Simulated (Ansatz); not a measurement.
Ti$_{3}$SiC$_{2}$ (MAX-312 type, space group P6_3/mmc)

```
Ti3SiC2
1.0
    3.04238     0.00000     0.00000
   -1.52119     2.63478     0.00000
    0.00000     0.00000    17.57708
Ti Si C
6 2 4
Direct
  0.00000   0.00000   0.00000
  0.00000   0.00000   0.50000
  0.33333   0.66667   0.13496
  0.66667   0.33333   0.63496
  0.66667   0.33333   0.86504
  0.33333   0.66667   0.36504
  0.00000   0.00000   0.25000
  0.00000   0.00000   0.75000
  0.33333   0.66667   0.57218
  0.66667   0.33333   0.07218
  0.66667   0.33333   0.42782
  0.33333   0.66667   0.92782
```

E(V) scan at fixed shape, V₀ the volume above. The atoms relax within the cell's symmetry.

These are PBEsol (plane waves to 420 eV, PAW, scalar-relativistic; Ansatz, an electronic-structure program) values and carry that method's errors. k mesh 14×14×3 (Γ-centred), Fermi-Dirac smearing 0.05 eV. Compression counts positive. Ti3SiC2 is run without spin polarisation. Ti3SiC2 was relaxed with its symmetry unable to fall.

At one point of the scan the stress tensor (GPa) is:

```
   25.6      0.0      0.0
    0.0     25.6      0.0
    0.0      0.0     26.5
```

Task: Which point is it?
A) V/V₀ = 0.920
B) V/V₀ = 0.900
C) V/V₀ = 0.940
D) V/V₀ = 0.960

Result: B, V/V₀ = 0.900

(Under strain, the slope of the energy per volume gives the stress and its curvature an elastic modulus.)
